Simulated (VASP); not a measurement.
Here is a VASP 6.6.1 calculation.

File INCAR:

```
SYSTEM = KBr
  PREC = Accurate
  ENCUT = 600
  EDIFF = 1E-7
  ISMEAR = 0
  SIGMA = 0.03
  LREAL = .False.
  LASPH = .True.
  NELM = 80
  ALGO = Normal
  ISIF = 3
  LWAVE = .False.
  LCHARG = .False.
  GGA = PE
  IBRION = 2
  NSW = 90
  EDIFFG = -0.005
```

The input KPOINTS:

```
Automatic mesh
0
Gamma
  8 8 8
  0 0 0
```

File POSCAR:

```
KBr                                     
1.0
    0.0000000000      3.3513656039      3.3513656039
    3.3513656039      0.0000000000      3.3513656039
    3.3513656039      3.3513656039      0.0000000000
  K               Br            
     1     1
Direct
     0.0000000000000000    0.0000000000000000    0.0000000000000000
     0.5000000000000000    0.5000000000000000    0.5000000000000000
```

Potentials or basis: VASP PAW PBE potentials, release 64 (K_sv, Br).

Command:

```sh
$ cat potpaw_PBE.64/K_sv/POTCAR potpaw_PBE.64/Br/POTCAR > POTCAR
$ mpirun -np 1 vasp_std > vasp.out
```

Problem. What does it give for the relaxed volume?

Solution. 37.76 Å³/atom.

Problem. Estimate the relaxed cell.

Solution. a = 4.744 Å, b = 4.744 Å, c = 4.744 Å, α = 60.00°, β = 60.00°, γ = 60.00°.

Final structure:
```
K Br
1.0
     0.00000    3.35481    3.35481
     3.35481    0.00000    3.35481
     3.35481    3.35481    0.00000
K Br
1 1
Direct
  0.00000 0.00000 0.00000
  0.50000 0.50000 0.50000
```

PBE usually gives volumes a little too large and moduli too small. Zero-point motion and thermal expansion aren't in these numbers.
